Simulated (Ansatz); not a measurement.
Planning a run of Ansatz 0.2.0 on PbO (honeycomb monolayer). The input:

```yaml
crystal:
  lattice:
    - [3.616875005, 0.0, 0.0]
    - [-1.8084375025, 3.1323056367, 0.0]
    - [0.0, 0.0, 25.0]
  atoms:
    - { symbol: Pb, position: [0.3333333333, 0.6666666667, 0.4816239087] }
    - { symbol: O, position: [0.6666666667, 0.3333333333, 0.5183760913] }
  periodic: [true, true, false]
kpoints:
  mp_grid: { grid: [6, 6, 1] }
hamiltonian:
  xc: pbe
scf:
  occupations: { method: fixed }
gw:
  n_empty_bands: 175
  ecut_chi: 42.0
  qp_bands: [v2, c2]
  qp_kpoints: band_edges
  screening: { model: godby_needs }
```

```sh
ansatz run input.yaml --threads 4 --pin off --max-ram 13824MiB --backend cpu --events-out ev --progress --plain --runs-dir out
```

Q: Estimate wall time and host memory on 4 threads of Arm Neoverse V1, shared host.

It took 39 s; on shared hardware allow 19 s to 77 s. Peak host memory was 1.4 GiB. The sizes that set the cost: 5507 plane waves a state, 7 irreducible k points, 185 bands summed, 153 plane waves in the screening and 7 SCF cycles.

The screening grows as filled bands × empty bands × pairs of k points, times the square of the screening basis for the matrix.

[Paths, hosts, dates, memory and timing lines, banners, echoed tables and standing remarks are left out of the program output.]

[Logs are printed without paths, hosts, clocks, repeated set-up lines and the standing remarks that a program may print on its own settings, such as how far it seeks lower states.]

[Runs of the session that timed out or met a known fault of the program may be left out.]

[Cells called generated may have been cut or substituted from an entry of the Crystallography Open Database or the Materials Project.]

[Hosts, paths, dates, database ids (printed as entryN), source tags and the programs' standing remarks are cut or masked in the printed files.]
